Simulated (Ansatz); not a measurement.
Crystal: Al2O3.

```
Al O
1.0
     4.61378    0.00000    0.00000
     0.00000    9.56328    0.00000
     0.00000    0.00000    3.11986
Al O
4 6
Direct
  0.98298 0.82457 0.00000
  0.01702 0.17543 0.00000
  0.48297 0.67543 0.50000
  0.51702 0.32457 0.50000
  0.50000 0.50000 0.50000
  0.12363 0.75305 0.50000
  0.37637 0.25305 0.00000
  0.62364 0.74695 0.00000
  0.00000 0.00000 0.00000
  0.87636 0.24695 0.50000
```

Measurements of this composition are mostly on another form, of space group No. 167.

Base run:

```yaml
Program: Ansatz 0.2.0
Functional: PBEsol
Potentials_or_basis: Ansatz PAW
Cutoff: "420 eV (not typed: the program's choice for these potentials)"
k_mesh: 6 × 3 × 9
Occupations: fermi-dirac, width 0.05 eV
Spin: no spin polarisation
```

Its results: band gap on the k mesh 3.43 eV, direct; pressure -2.6 GPa; largest force 0.173 eV/Å.

**Question.** The run is repeated on the same cell with these changes: functional from PBEsol to r2SCAN; cutoff from 420 eV (not typed: the program's choice for these potentials) to 500 eV (not typed: the program's choice for these potentials). What comes out?

**Answer.** Band gap on the k mesh 4.12 eV, direct; pressure -4.1 GPa; largest force 0.209 eV/Å.

r2SCAN gives the wider gap, since meta-GGAs in the generalised Kohn-Sham scheme recover part of the derivative discontinuity.

Caveats: the PAW data sets come from PBE, with cores solved anew for the run's functional, which leaves a small shift of forces and pressure.
